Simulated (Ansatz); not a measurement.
Pb:

```
Pb
1.0
     3.03861   -1.75032    0.00000
     3.03861    1.75032    0.00000
    -2.11546    0.00000    6.09522
Pb
2
Cartesian
  3.9848 0.0000 4.4269
  -0.0230 0.0000 1.6683
```

This isn't the form of Pb at room conditions, which is fcc.

- Program: Ansatz 0.2.0
- Task: relaxation of cell and atoms
- Functional: HF
- Potentials or basis: Ansatz PAW
- Cutoff: 420 eV (not typed: the program's choice for these potentials)
- k mesh: 5 × 5 × 3
- Occupations: fermi-dirac, width 0.05 eV
- Spin: no spin polarisation

At the start: volume 32.42 Å³/atom.

Task: Where does the relaxation end?

Result: It ends after 9 steps and the volume is 35.70 Å³/atom (+10.1 %); space group C2/m (No. 12, to 0.05 Å).

Step by step:
```
step  energy change (eV)  largest force (eV/Å)  volume (Å³)
   1              0.0000                0.0948        64.84
   2             -0.1179                0.1177        70.84
   3             -0.1498                0.0581        72.76
   4             -0.1644                0.0832        72.98
   5             -0.1689                0.0167        72.10
   6             -0.1694                0.0137        71.13
   7             -0.1701                0.0046        71.31
   8             -0.1701                0.0003        71.40
   9             -0.1714                0.0005        71.40
```

Final structure:
```cif
data_structure
_symmetry_space_group_name_H-M 'P 1'
_symmetry_Int_Tables_number 1
_cell_length_a 3.6144
_cell_length_b 3.6144
_cell_length_c 6.8867
_cell_angle_alpha 112.537
_cell_angle_beta 112.537
_cell_angle_gamma 62.623
_cell_volume 71.40
loop_
_atom_site_label
_atom_site_type_symbol
_atom_site_fract_x
_atom_site_fract_y
_atom_site_fract_z
_atom_site_occupancy
Pb1 Pb 0.94844 0.94844 0.72389 1
Pb2 Pb 0.05156 0.05156 0.27611 1
```

Caveat: the k mesh is coarse (spacing up to 0.42 Å⁻¹), so the values aren't converged, least of all with exact exchange; the plane-wave basis is chosen anew once the cell has moved, so the energies of steps on either side of that aren't comparable; the PAW data sets come from PBE, with cores solved anew for the run's functional, which leaves a small shift of forces and pressure.
